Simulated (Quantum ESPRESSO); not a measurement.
Runs of Quantum ESPRESSO 7.5 on Ba. Symmetry: Im-3m, No. 229, cubic system. Conventional cell: a = 5.013 Å, b = 5.013 Å, c = 5.013 Å, α = 90.00°, β = 90.00°, γ = 90.00°. Ba (site symmetry m-3m) is surrounded by 8 Ba at 4.34 Å. 

| level | k mesh | SCF threshold | symmetry | form of the LDA correlation | gap on the mesh (eV) | pressure (GPa) |
| --- | --- | --- | --- | --- | --- | --- |
| RPBE | 8 × 8 × 8 | 2e-10 Ry | - | - | none | 0.7 |
| SCAN | 6 × 6 × 6 | 1e-08 Ry | off | - | none | (a) |
| PBEsol | 8 × 8 × 8 | 2e-10 Ry | - | - | none | -0.7 |
| WC | 8 × 8 × 8 | 2e-10 Ry | - | - | none | -0.7 |
| r2SCAN | 6 × 6 × 6 | 1e-08 Ry | off | - | none | 0.3 |
| TASK | 6 × 6 × 6 | 1e-08 Ry | off | - | none | 2.6 |
| AM05 | 8 × 8 × 8 | 2e-10 Ry | - | - | none | (b) |
| LDA | 8 × 8 × 8 | 2e-10 Ry | - | PZ81 | none | -1.3 |
| PW91 | 8 × 8 × 8 | 2e-10 Ry | - | - | none | -0.1 |
| PBE | 8 × 8 × 8 | 2e-10 Ry | - | - | none | 0.0 |

Alike in all rows: task band structure; potentials or basis SG15 PBE 1.2; no spin polarisation; cell as given; cutoff (eV) 599; smearing fermi-dirac 0.05 eV.

Q: Estimate the missing entries.

A: (a) 0.2; (b) -0.3.

Caveats: spin-orbit coupling is left out, which moves the levels of the heavy elements; the potentials were made for another functional, which shifts forces and pressure (some runs); some levels on the path didn't converge (some runs).

A k mesh can miss the band edges, and the runs leave out spin-orbit coupling on Ba.

A gap of «none» marks a metal or a gap under the smearing width.
